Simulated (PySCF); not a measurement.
Isomers of [C5H12N]+ (charge +1), one GFN2-xTB conformer each. Single-point energies are computed at PBE0/pcSseg-1 (PySCF, gas phase, no added dispersion term), electronic only.

```csv
SMILES,GFN2-xTB relative energy (kcal/mol)
C1CC[NH2+]CC1,0.0
C=C[N+](C)(C)C,24.5
C[NH2+][C@@H]1C[C@H]1C,27.5
C=CC[NH+](C)C,30.3
C[NH2+]CC1CC1,29.0
C[N+]1(C)CCC1,8.3
```

Conformers: `[CH2:1]1[CH2:2][CH2:3][NH2+:4][CH2:5][CH2:6]1` (charge +1) with C6–C1–C2–C3 -57°, C1–C2–C3–N4 58°, C2–C3–N4–C5 -61°, C3–N4–C5–C6 61°; `[CH3:1][NH2+:2][C@@H:3]1[CH2:4][C@H:5]1[CH3:6]` (charge +1) with C1–N2–C3–C4 156°; `[CH2:1]=[CH:2][CH2:3][NH+:4]([CH3:5])[CH3:6]` (charge +1) with C1–C2–C3–N4 -14°, C2–C3–N4–C5 161°; `[CH3:1][NH2+:2][CH2:3][CH:4]1[CH2:5][CH2:6]1` (charge +1) with C1–N2–C3–C4 -176°, N2–C3–C4–C5 74°; `[CH3:1][N+:2]1([CH3:3])[CH2:4][CH2:5][CH2:6]1` (charge +1) with C1–N2–C4–C5 -107°, N2–C4–C5–C6 -8°, C4–C5–C6–N2 8°, C1–N2–C6–C5 107°.

Problem. What does PBE0/pcSseg-1 give for the same structures?

Solution. 
```csv
SMILES,PBE0/pcSseg-1 E (Eh),PBE0/pcSseg-1 (kcal/mol),GFN2-xTB (kcal/mol),point group
C1CC[NH2+]CC1,-251.94196,0.0,0.0,Cs
C[N+]1(C)CCC1,-251.90051,26.0,8.3,Cs
C[NH2+]CC1CC1,-251.89956,26.6,29.0,C1
C[NH2+][C@@H]1C[C@H]1C,-251.89829,27.4,27.5,C1
C=CC[NH+](C)C,-251.89217,31.2,30.3,C1
C=C[N+](C)(C)C,-251.88438,36.1,24.5,–
```

Both levels put the same isomer lowest; measured from each level's own lowest isomer, the values differ by up to 17.7 kcal/mol (C[N+]1(C)CCC1: 8.3 against 26.0). As drawn, the lowest has an N–H bond, which the highest lacks. Neighbours under 5.0 kcal/mol apart (C[N+]1(C)CCC1 and C[NH2+]CC1CC1; C[NH2+]CC1CC1 and C[NH2+][C@@H]1C[C@H]1C; C[NH2+][C@@H]1C[C@H]1C and C=CC[NH+](C)C; C=CC[NH+](C)C and C=C[N+](C)(C)C) can change places with a better method, another conformer or zero-point energy.

Problem. Which frontier levels and rotational constants go with these structures?

Solution. 
```json
{"SMILES": "C1CC[NH2+]CC1", "HOMO (eV, PBE0/pcSseg-1)": "-13.87", "LUMO (eV)": "-4.21", "A, B, C (MHz)": "4444, 4320, 2520"}
{"SMILES": "C[N+]1(C)CCC1", "HOMO (eV, PBE0/pcSseg-1)": "-14.52", "LUMO (eV)": "-3.62", "A, B, C (MHz)": "5287, 3239, 2995"}
{"SMILES": "C[NH2+]CC1CC1", "HOMO (eV, PBE0/pcSseg-1)": "-12.74", "LUMO (eV)": "-4.25", "A, B, C (MHz)": "10114, 1707, 1620"}
{"SMILES": "C[NH2+][C@@H]1C[C@H]1C", "HOMO (eV, PBE0/pcSseg-1)": "-12.88", "LUMO (eV)": "-4.22", "A, B, C (MHz)": "6259, 2252, 1838"}
{"SMILES": "C=CC[NH+](C)C", "HOMO (eV, PBE0/pcSseg-1)": "-12.19", "LUMO (eV)": "-4.21", "A, B, C (MHz)": "6187, 2283, 1994"}
{"SMILES": "C=C[N+](C)(C)C", "HOMO (eV, PBE0/pcSseg-1)": "-13.06", "LUMO (eV)": "-4.75", "A, B, C (MHz)": "4733, 2858, 2800"}
```
